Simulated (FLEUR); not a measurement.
**Hf: equation of state with LDA**

Crystal: Hf.

```
Hf
1.0
     3.19670    0.00000    0.00000
    -1.59835    2.76842    0.00000
     0.00000    0.00000    5.05780
Hf
2
Cartesian
  1.5984 0.9228 3.7934
  0.0000 1.8456 1.2645
```

```json
{"Program": "FLEUR MaX-R8.1 (later development tree)", "Task": "equation of state", "Functional": "LDA", "Potentials or basis": "all-electron", "Basis": "FLAPW", "Kmax": "4.1 1/bohr", "k mesh": "10 × 10 × 5", "Occupations": "fermi-dirac, width 0.05 eV", "Spin": "no spin polarisation", "Gmax": "12.7 1/bohr", "Muffin-tin radii": "Hf 2.66 bohr", "lmax": "Hf 10", "lnonsphr": "Hf 10", "Local orbitals a species": "Hf 4"}
```

The equilibrium volume is 20.78 Å³/atom (rough: see the caveat) and the bulk modulus at fixed shape and positions is 121 GPa (rough).

Energy against volume, from the lowest point:
| volume (Å³/atom) | energy (meV/atom) |
| --- | --- |
| 21.037 | 0.00 |
| 21.485 | 7.40 |
| 22.380 | 40.40 |
| 23.276 | 94.10 |
| 23.723 | 127.55 |

Caveat: the minimum lies outside the volumes run; the cell was scaled at fixed shape and fractional positions, which overstates the stiffness of a crystal with free parameters, most of all of layers and chains. The run has no spin-orbit coupling, so splittings on Hf are missing.
